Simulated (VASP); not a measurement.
Write the native input for VASP 6.6.1 that does the following.

* Task: relaxation of cell and atoms
* Functional: PBE
* Potentials or basis: VASP PAW PBE potentials, release 64 (C)
* Cutoff: 600 eV
* k mesh: 10 × 10 × 6
* Occupations: gaussian, width 0.1 eV
* Spin: no spin polarisation
* Dipole correction: no
* Further INCAR settings: ALGO = Normal; EDIFF = 1e-07; IBRION = 2; EDIFFG = -0.04; NSW = 90; ISIF = 3

The structure of C lies in POSCAR:

```
C
1.0
    1.0519775799     -1.9640502131      0.0000000000
    1.0519775799      1.9640502131      0.0000000000
    0.0000000000      0.0000000000      3.0671469081
C
1
Direct
    0.0000000000      0.0000000000      0.0000000000
```

The cell was built by a generator and needn't be a form met in nature.

These files were run (other wordings do the same):

INCAR

```
ALGO     = Normal         # electronic algorithm
EDIFF    = 1E-7           # SCF threshold, eV
EDIFFG   = -0.04          # ionic threshold
ENCUT    = 600            # plane-wave cutoff, eV
GGA      = PE             # functional
IBRION   = 2              # ionic algorithm
ISIF     = 3              # what is computed and relaxed
ISMEAR   = 0              # smearing method
LASPH    = T              # aspherical terms in the spheres
LCHARG   = F              # write CHGCAR
LREAL    = F              # projectors in reciprocal space
LWAVE    = F              # write WAVECAR
NELM     = 100            # most SCF steps
NSW      = 90             # ionic steps
PREC     = Accurate       # precision mode
SIGMA    = 0.1            # smearing width, eV
```

KPOINTS

```
k-points
0
Gamma
  10 10 6
```

Potentials or basis: VASP PAW PBE potentials, release 64 (C).

Command:

```bash
$ cat potpaw_PBE.64/C/POTCAR > POTCAR
$ mpirun -np 1 vasp_std > vasp.out
```

It gave:

```yaml
Relaxed_volume: 13.71 Å³/atom
Relaxed_cell: a = 3.071 Å, b = 3.071 Å, c = 3.575 Å, α = 90.00°, β = 90.00°, γ = 156.00°
Space_group_after_relaxing_to_0.05_Å: Cmmm (No. 65)
Energy_gained_by_relaxing: 3719.2 meV/atom
Ionic_steps: 35
Pressure_after_relaxing: -0.1 GPa
Band_gap_on_the_k_mesh: none (metal or under the smearing width)
```

It took 83 s on 1 thread of Intel(R) Xeon(R) 6975P-C (Granite Rapids), on a shared host, peak memory 0.12 GiB.
